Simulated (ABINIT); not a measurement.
# WC (Fm-3m) in ABINIT: settings compared

The runs below take WC through single point, with SCAN, revPBE, PW91, WC.

Program: ABINIT 10.8.3 (patched build). These are calculated values, not measurements. Logs are shortened: lines on timing, memory, paths and dates and some standing lists are left out, and cuts for length are marked. The log counts tension as positive stress, the text compression.

### 1 Starting point

Symmetry: Fm-3m, No. 225, cubic system. The conventional cell has a = 4.385 Å, b = 4.385 Å, c = 4.385 Å, α = 90.00°, β = 90.00°, γ = 90.00°. W (site symmetry m-3m) is surrounded by 6 C at 2.19 Å. C (site symmetry m-3m) is surrounded by 6 W at 2.19 Å.

Measurements of this composition are mostly on another form, of space group No. 187.

### 2 Single point, SCAN

The input, run.abi:

```
# Pseudopotentials
pp_dirpath "./"
pseudos "W.GGA_PBE-JTH.xml, C.GGA_PBE-JTH.xml"

# Structure
acell 3*1.0
rprim
     0.0000000000     4.1435722378     4.1435722378
     4.1435722378     0.0000000000     4.1435722378
     4.1435722378     4.1435722378     0.0000000000
ntypat 2
znucl 74 6
natom 2
typat 1 2
xred
     0.0000000000     0.0000000000     0.0000000000
     0.5000000000     0.5000000000     0.5000000000

# Plane-wave basis
ecut 23.0
pawecutdg 45.0

# k points
kptopt 1
ngkpt 10 10 10
nshiftk 1
shiftk 0.0 0.0 0.0

# Exchange and correlation
ixc -263267
usekden 1
pawxcdev 0

# Bands and occupations
nband 13
occopt 3
tsmear 0.05 eV

# SCF cycle
nstep 100
tolvrs 1.0e-7

# Output
iomode 3
prtwf 0
prtden 0
prteig 0
prtebands 0
enunit 2
```

Potentials or basis: JTH PAW PBE v2.0.

On the command line:

```
$ abinit run.abi > log 2>&1
```

run.abo:

```text
.Version 10.8.3 of ABINIT
 Symmetries : space group Fm -3 m (#225); Bravais cF (face-center cubic)
================================================================================
 Values of the parameters that define the memory need of the present run
     intxc =       0    ionmov =       0      iscf =      17    lmnmax =      18
     lnmax =       6     mgfft =      27  mpssoang =       3    mqgrid =    3001
     natom =       2  nloc_mem =       2    nspden =       1   nspinor =       1
    nsppol =       1      nsym =      48    n1xccc =       1    ntypat =       2
    occopt =       3   xclevel =       2
       mpw =         763          nfft =       19683          nkpt =          47
 PAW method is used; the additional fine FFT grid is defined by:
   mgfftf=        36    nfftf =     46656
================================================================================
================================================================================

--------------------------------------------------------------------------------
------------- Echo of variables that govern the present computation ------------
--------------------------------------------------------------------------------
 -outvars: echo values of preprocessed input variables --------
            acell      1.0000000000E+00  1.0000000000E+00  1.0000000000E+00 Bohr
              amu      1.83850000E+02  1.20110000E+01
             ecut      2.30000000E+01 Hartree
           enunit           2
              ixc     -263267
         kptrlatt       10    0    0      0   10    0      0    0   10
          kptrlen      5.85989606E+01
            natom           2
            nband          13
            ngfft          27      27      27
          ngfftdg          36      36      36
             nkpt          47
            nstep         100
             nsym          48
           ntypat           2
           occopt           3
        pawecutdg      4.50000000E+01 Hartree
         pawxcdev           0
           prtden           0
        prtebands           0
           prteig           0
          prtkden           1
            prtwf           0
            rprim      0.0000000000E+00  4.1435722378E+00  4.1435722378E+00
                       4.1435722378E+00  0.0000000000E+00  4.1435722378E+00
                       4.1435722378E+00  4.1435722378E+00  0.0000000000E+00
          spgroup         225
           tolvrs      1.00000000E-07
           tsmear      1.83746611E-03 Hartree
            typat      1  2
          usekden           1
           useylm           1
           xangst      0.0000000000E+00  0.0000000000E+00  0.0000000000E+00
                       2.1926839985E+00  2.1926839985E+00  2.1926839985E+00
            xcart      0.0000000000E+00  0.0000000000E+00  0.0000000000E+00
                       4.1435722378E+00  4.1435722378E+00  4.1435722378E+00
             xred      0.0000000000E+00  0.0000000000E+00  0.0000000000E+00
                       5.0000000000E-01  5.0000000000E-01  5.0000000000E-01
            znucl       74.00000    6.00000

================================================================================

 chkinp: Checking input parameters for consistency.

================================================================================
== DATASET  1 ==================================================================

--- !DatasetInfo
iteration_state: {dtset: 1, }
dimensions: {natom: 2, nkpt: 47, mband: 13, nsppol: 1, nspinor: 1, nspden: 1, mpw: 763, }
cutoff_energies: {ecut:  23.0, pawecutdg:  45.0, }
electrons: {nelect:   1.80000000E+01, charge:   0.00000000E+00, occopt:   3.00000000E+00, tsmear:   1.83746611E-03, }
meta: {optdriver: 0, ionmov: 0, optcell: 0, iscf: 17, paral_kgb: 0, }
...

 Real(R)+Recip(G) space primitive vectors, cartesian coordinates (Bohr,Bohr^-1):
 R(1)=  0.0000000  4.1435722  4.1435722  G(1)= -0.1206688  0.1206688  0.1206688
 R(2)=  4.1435722  0.0000000  4.1435722  G(2)=  0.1206688 -0.1206688  0.1206688
 R(3)=  4.1435722  4.1435722  0.0000000  G(3)=  0.1206688  0.1206688 -0.1206688
 Unit cell volume ucvol=  1.4228357E+02 bohr^3
 Angles (23,13,12)=  6.00000000E+01  6.00000000E+01  6.00000000E+01 degrees

 Coarse grid specifications (used for wave-functions):

 getcut: wavevector=  0.0000  0.0000  0.0000  ngfft=  27  27  27
         ecut(hartree)=     23.000   => boxcut(ratio)=   2.05824

 Fine grid specifications (used for densities):

 getcut: wavevector=  0.0000  0.0000  0.0000  ngfft=  36  36  36
         ecut(hartree)=     45.000   => boxcut(ratio)=   2.03442

--- Pseudopotential description ------------------------------------------------
- pspini: atom type   1  psp file is ./W.GGA_PBE-JTH.xml
 Pseudopotential format is: paw10
 basis_size (lnmax)=  6 (lmn_size= 18), orbitals=   0   0   1   1   2   2
 Spheres core radius: rc_sph= 2.41188978
 Shapefunction is BESSEL type: shapef(r,l)=aa(1,l)*jl(q(1,l)*r)+aa(2,l)*jl(q(2,l)*r)
 Radius for shape functions =  2.10354610
 Compensation charge density is not taken into account in XC energy/potential

- pspini: atom type   2  psp file is ./C.GGA_PBE-JTH.xml
 Pseudopotential format is: paw10
 basis_size (lnmax)=  4 (lmn_size=  8), orbitals=   0   0   1   1
 Spheres core radius: rc_sph= 1.50736703
 Shapefunction is SIN type: shapef(r)=[sin(pi*r/rshp)/(pi*r/rshp)]**2
 Radius for shape functions =  1.30052589
 Compensation charge density is not taken into account in XC energy/potential

   9.26042540E+02                                ecore*ucvol(ha*bohr**3)
--------------------------------------------------------------------------------

================================================================================

--- !BeginCycle
iteration_state: {dtset: 1, }
solver: {iscf: 17, nstep: 100, nline: 4, wfoptalg: 10, }
tolerances: {tolvrs: 1.00E-07, }
...

     iter   Etot(hartree)      deltaE(h)  residm     nres2
 ETOT  1  -29.937066201081    -2.994E+01 1.623E+01 1.061E+01
 ETOT  2  -32.966934002491    -3.030E+00 7.566E-02 1.571E+01
 ETOT  3  -32.941094427741     2.584E-02 4.277E-02 2.676E+00
 ETOT  4  -32.937837564152     3.257E-03 1.642E-02 1.149E+00
 ETOT  5  -32.934635370622     3.202E-03 2.932E-03 1.534E-01
 ETOT  6  -32.935227650254    -5.923E-04 1.838E-03 2.410E-01
 ETOT  7  -32.934585869105     6.418E-04 9.939E-04 4.956E-04
 ETOT  8  -32.934659528922    -7.366E-05 2.882E-03 5.488E-04
 ETOT  9  -32.934659468517     6.041E-08 1.503E-04 1.347E-03
 ETOT 10  -32.934661037985    -1.569E-06 2.078E-04 5.459E-04
 ETOT 11  -32.934660294931     7.431E-07 6.199E-05 1.210E-04
 ETOT 12  -32.934660270310     2.462E-08 6.523E-05 2.414E-05
 ETOT 13  -32.934660253629     1.668E-08 2.001E-05 8.745E-07
 ETOT 14  -32.934660257155    -3.525E-09 2.168E-05 4.633E-08

 At SCF step   14       nres2   =  4.63E-08 < tolvrs=  1.00E-07 =>converged.

Result for kinetic energy density :

--------------------------------------------------------------------------------
 Total kinetic energy density [Ha/Bohr^3]
)     Maximum=    7.8501E-01  at reduced coord.    0.5000    0.5000    0.5000
)     Minimum=    1.3737E-02  at reduced coord.    0.2500    0.2500    0.2500
   Integrated=    1.0166E+01
--------------------------------------------------------------------------------

 Cartesian components of stress tensor (hartree/bohr^3)
  sigma(1 1)=  2.75164937E-04  sigma(3 2)=  0.00000000E+00
  sigma(2 2)=  2.75164937E-04  sigma(3 1)=  0.00000000E+00
  sigma(3 3)=  2.75164937E-04  sigma(2 1)=  0.00000000E+00

--- !ResultsGS
iteration_state: {dtset: 1, }
comment   : Summary of ground state results
lattice_vectors:
- [  0.0000000,   4.1435722,   4.1435722, ]
- [  4.1435722,   0.0000000,   4.1435722, ]
- [  4.1435722,   4.1435722,   0.0000000, ]
lattice_lengths: [   5.85990,    5.85990,    5.85990, ]
lattice_angles: [ 60.000,  60.000,  60.000, ] # degrees, (23, 13, 12)
lattice_volume:   1.4228357E+02
convergence: {deltae: -3.525E-09, res2:  4.633E-08, residm:  2.168E-05, diffor: null, }
etotal    :  -3.29346603E+01
entropy   :   0.00000000E+00
fermie    :   4.14034066E-01
cartesian_stress_tensor: # hartree/bohr^3
- [  2.75164937E-04,   0.00000000E+00,   0.00000000E+00, ]
- [  0.00000000E+00,   2.75164937E-04,   0.00000000E+00, ]
- [  0.00000000E+00,   0.00000000E+00,   2.75164937E-04, ]
pressure_GPa:  -8.0956E+00
xred      :
- [  0.0000E+00,   0.0000E+00,   0.0000E+00,  W]
- [  5.0000E-01,   5.0000E-01,   5.0000E-01,  C]
cartesian_forces: # hartree/bohr
- [ -0.00000000E+00,  -0.00000000E+00,  -0.00000000E+00, ]
- [ -0.00000000E+00,  -0.00000000E+00,  -0.00000000E+00, ]
force_length_stats: {min:   0.00000000E+00, max:   0.00000000E+00, mean:   0.00000000E+00, }
...

 Integrated electronic density in atomic spheres:
 ------------------------------------------------
 Atom  Sphere_radius  Integrated_density
    1        2.41189         11.79413176
    2        1.50737          2.49065170

================================================================================

 ----iterations are completed or convergence reached----

 Mean square residual over all n,k,spin=   57.580E-09; max=  21.677E-06
 reduced coordinates (array xred) for    2 atoms
       0.000000000000      0.000000000000      0.000000000000
       0.500000000000      0.500000000000      0.500000000000
 rms dE/dt=  0.0000E+00; max dE/dt=  0.0000E+00; dE/dt below (all hartree)
    1       0.000000000000      0.000000000000      0.000000000000
    2       0.000000000000      0.000000000000      0.000000000000

 cartesian coordinates (angstrom) at end:
    1      0.00000000000000     0.00000000000000     0.00000000000000
    2      2.19268399848656     2.19268399848656     2.19268399848656

 cartesian forces (hartree/bohr) at end:
    1     -0.00000000000000    -0.00000000000000    -0.00000000000000
    2     -0.00000000000000    -0.00000000000000    -0.00000000000000
 frms,max,avg= 0.0000000E+00 0.0000000E+00   0.000E+00  0.000E+00  0.000E+00 h/b

 cartesian forces (eV/Angstrom) at end:
    1     -0.00000000000000    -0.00000000000000    -0.00000000000000
    2     -0.00000000000000    -0.00000000000000    -0.00000000000000
 frms,max,avg= 0.0000000E+00 0.0000000E+00   0.000E+00  0.000E+00  0.000E+00 e/A
 length scales=  1.000000000000  1.000000000000  1.000000000000 bohr
              =  0.529177210544  0.529177210544  0.529177210544 angstroms
 Fermi (or HOMO) energy (hartree) =   0.41403   Average Vxc (hartree)=  -0.52805
 Eigenvalues (hartree) for nkpt=  47  k points:
 kpt#   1, nband= 13, wtk=  0.00100, kpt=  0.0000  0.0000  0.0000 (reduced coord)
  -2.40513   -1.06110   -1.06110   -1.06110   -0.20436    0.30691    0.30691    0.30691
   0.37154    0.37154    0.37154    0.37434    0.37434
      occupation numbers for kpt#   1
   2.00000    2.00000    2.00000    2.00000    2.00000    2.00000    2.00000    2.00000
   2.00000    2.00000    2.00000    2.00000    2.00000
 prteigrs : prtvol=0 or 1, do not print more k-points.

 Fermi (or HOMO) energy (eV) =  11.26644   Average Vxc (eV)= -14.36890
 Eigenvalues (   eV  ) for nkpt=  47  k points:
 kpt#   1, nband= 13, wtk=  0.00100, kpt=  0.0000  0.0000  0.0000 (reduced coord)
 -65.44695  -28.87398  -28.87398  -28.87398   -5.56100    8.35150    8.35150    8.35150
  10.11005   10.11005   10.11005   10.18644   10.18644
 prteigrs : prtvol=0 or 1, do not print more k-points.

--- !EnergyTerms
iteration_state     : {dtset: 1, }
comment             : Components of total free energy in Hartree
kinetic             :  1.01662232811601E+01
hartree             :  1.06067398343681E+01
xc                  : -9.23427180759208E+00
Ewald energy        : -6.60083123949537E+01
psp_core            :  6.50842939588279E+00
local_psp           : -3.04425907785575E+01
PAW spherical_terms :  4.54693582817795E+01
internal            : -3.29344241879128E+01
'-kT*entropy'       : -2.22625402037180E-04
total_energy        : -3.29346468133148E+01
total_energy_eV     : -8.96197395312077E+02
...

--- !EnergyTermsDC
iteration_state     : {dtset: 1, }
comment             : '"Double-counting" decomposition of free energy'
band_energy         : -9.63860347064257E+00
Ewald energy        : -6.60083123949537E+01
psp_core            :  6.50842939588279E+00
xc_dc               : -1.32218721328145E+01
PAW spherical_terms :  4.94259209707755E+01
internal            : -3.29344376317526E+01
'-kT*entropy'       : -2.22625402037180E-04
total_energy_dc     : -3.29346602571546E+01
total_energy_dc_eV  : -8.96197761137594E+02
...

--- !EnergyTermsWithPAWCore
iteration_state     : {dtset: 1, }
comment             : 'Components of total free energy, including PAW core contributions'
Total energy        : -1.61822953460676E+04
Total energy DC     : -1.61822953595114E+04
Total energy (eV)   : -4.40342689008386E+05
Total energy DC (eV): -4.40342689374212E+05
...

 Cartesian components of stress tensor (hartree/bohr^3)
  sigma(1 1)=  2.75164937E-04  sigma(3 2)=  0.00000000E+00
  sigma(2 2)=  2.75164937E-04  sigma(3 1)=  0.00000000E+00
  sigma(3 3)=  2.75164937E-04  sigma(2 1)=  0.00000000E+00

-Cartesian components of stress tensor (GPa)         [Pressure= -8.0956E+00 GPa]
- sigma(1 1)=  8.09563194E+00  sigma(3 2)=  0.00000000E+00
- sigma(2 2)=  8.09563194E+00  sigma(3 1)=  0.00000000E+00
- sigma(3 3)=  8.09563194E+00  sigma(2 1)=  0.00000000E+00

== END DATASET(S) ==============================================================
================================================================================

 -outvars: echo values of variables after computation  --------
            acell      1.0000000000E+00  1.0000000000E+00  1.0000000000E+00 Bohr
           etotal     -3.2934660257E+01
            fcart     -0.0000000000E+00 -0.0000000000E+00 -0.0000000000E+00
                      -0.0000000000E+00 -0.0000000000E+00 -0.0000000000E+00
            rprim      0.0000000000E+00  4.1435722378E+00  4.1435722378E+00
                       4.1435722378E+00  0.0000000000E+00  4.1435722378E+00
                       4.1435722378E+00  4.1435722378E+00  0.0000000000E+00
           strten      2.7516493673E-04  2.7516493673E-04  2.7516493673E-04
                       0.0000000000E+00  0.0000000000E+00  0.0000000000E+00
           xangst      0.0000000000E+00  0.0000000000E+00  0.0000000000E+00
                       2.1926839985E+00  2.1926839985E+00  2.1926839985E+00
             xred      0.0000000000E+00  0.0000000000E+00  0.0000000000E+00
                       5.0000000000E-01  5.0000000000E-01  5.0000000000E-01
 Calculation completed.
```

Run time: 77 s. Hardware: 1 thread of Arm Neoverse V1, shared host; peak memory 0.12 GiB.

What came out:

```yaml
Free_energy: -896.1978 eV
Pressure: -8.1 GPa
Band_gap_on_the_k_mesh: none (metal or under the smearing width)
Valence_electrons_inside_the_program's_atomic_spheres: W 11.79; C 2.49
```

Levels at points of the mesh, in eV from the Fermi level:
| k point | band 6 | band 7 | band 8 | band 9 | band 10 | band 11 | band 12 | band 13 |
| --- | --- | --- | --- | --- | --- | --- | --- | --- |
| (0.00, 0.00, 0.00) | -2.91 | -2.91 | -2.91 | -1.16 | -1.16 | -1.16 | -1.08 | -1.08 |
| (0.50, 0.00, 0.00) | -10.31 | -6.96 | -6.96 | 1.03 | 1.03 | 2.36 | 5.24 | 9.14 |
| (0.50, 0.50, 0.00) | -5.99 | -5.90 | -2.69 | -2.69 | 0.81 | 2.29 | 2.29 | 5.44 |

Caveat: the highest band is partly filled, so the run has too few bands; totals of a meta-GGA on PAW files have another zero than those of a GGA; the PAW data sets were made with another functional, which shifts forces and pressure a little.

(Continued in part 2 of 2.)
